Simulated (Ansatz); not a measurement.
**AlAs at 18 GPa: from Born charge to LO–TO splitting and polaron coupling**

All numbers below come from DFT PBEsol, scalar-relativistic, plane waves, PAW in Ansatz 0.2.0. Cutoff 420 eV, 10×10×10 k-points (Γ-centred), fixed occupations. No spin polarisation. Phonons by linear response, acoustic sum rule imposed.

The cell, relaxed at 18 GPa:
```cif
data_structure
_symmetry_space_group_name_H-M 'F-43m'
_symmetry_Int_Tables_number 216
_cell_length_a 5.3559
_cell_length_b 5.3559
_cell_length_c 5.3559
_cell_angle_alpha 90.000
_cell_angle_beta 90.000
_cell_angle_gamma 90.000
_cell_volume 153.64
loop_
_atom_site_label
_atom_site_type_symbol
_atom_site_symmetry_multiplicity
_atom_site_Wyckoff_symbol
_atom_site_fract_x
_atom_site_fract_y
_atom_site_fract_z
_atom_site_occupancy
Al1 Al 4 a 0.00000 0.00000 0.00000 1
As1 As 4 c 0.25000 0.25000 0.25000 1
```

Linear response gives ν_TO = 429.9 cm⁻¹, Born charges ±2.044 e (positive on Al) and ε∞ = 8.935. The primitive cell holds 38.409 Å³, and the masses are 26.982 and 74.922 amu.

Q: Find ν_LO and the static dielectric constant.

A: The long-wave field adds a restoring force: ω_LO² − ω_TO² = Z*²e²/(ε_vac ε∞ μV). In these units ν_LO² − ν_TO² = 4.92064×10⁷ Z*²/(μ V ε∞) cm⁻², with μ = m₁m₂/(m₁ + m₂) = 19.837 amu: 30210 cm⁻². So ν_LO = √(429.9² + 30210) = 463.7 cm⁻¹, and the run gives 463.7. Lyddane–Sachs–Teller then gives ε0 = ε∞ (ν_LO/ν_TO)² = 10.40, against 10.40 in the run (it forms both from the same three quantities, so the match checks the arithmetic only). Between ν_TO and ν_LO the dielectric function is negative and an undamped crystal reflects fully: a reststrahlen band from 21.6 to 23.3 μm.

Q: What do the Clausius–Mossotti polarisability and the Szigeti charge come to?

A: With the Lorentz local field, α = (3V/4π)(ε∞ − 1)/(ε∞ + 2) = 6.65 Å³ for the pair, and e_S = 3Z*/(ε∞ + 2) = 0.56 e. The Born charge includes the electrons' response to the dipole's own local field, and e_S takes that enhancement out. The Lorentz field assumes point-like polarisable ions, a poor picture once ε∞ is this large, since the electron clouds then overlap or are shared, so both numbers are formal here.

Q: How strongly does a slow electron couple to the LO mode?

A: For one isotropic parabolic band, Fröhlich's constant is α_F = (1/ε∞ − 1/ε0) √(m* Ry/ħω_LO), with Ry = 13.606 eV, ħω_LO = 57.5 meV and m* in free-electron masses: α_F = 0.0157 × 15.38 × √m* = 0.24 √m*. The band mass isn't part of this run; for m* = 0.1, 0.3 and 1 it gives 0.08, 0.13, 0.24. In weak coupling the polaron lies α_F ħω_LO below the band edge (8 meV at m* = 0.3) with a mass m*(1 + α_F/6); past α_F of about 5 or 6 that expansion fails. A semilocal functional's ε∞ tends to be too large, which taken alone lowers α_F.

Cost: 1 run of about 1.1 core-minutes, on AMD EPYC 7R43 (Zen 3) (shared hosts).

The polar response is modest: the lattice raises the dielectric constant only from 8.935 to 10.40, because most of the screening comes from the easily polarised electrons of the covalent sp³ network. The Born charge of 2.044 e measures the polarisation that follows an atomic displacement, including charge transfer along the Al–As bonds, so it isn't a static ionic charge. The light Al atom keeps the reduced mass small and the optical frequencies high. Strong electronic screening and a stiff lattice together leave little ionic polarisation for a carrier to couple to, which explains the weak Fröhlich coupling at all three trial masses.

For electrons, the single isotropic mass is a simplification, since AlAs has its conduction minimum near X, where the valleys are strongly anisotropic. Zinc-blende AlAs is also known to give way to a NiAs-type phase under compression, at pressures below the one used here, so these values probably describe a metastable crystal. A real TO frequency at the zone centre doesn't settle its stability against that transformation.
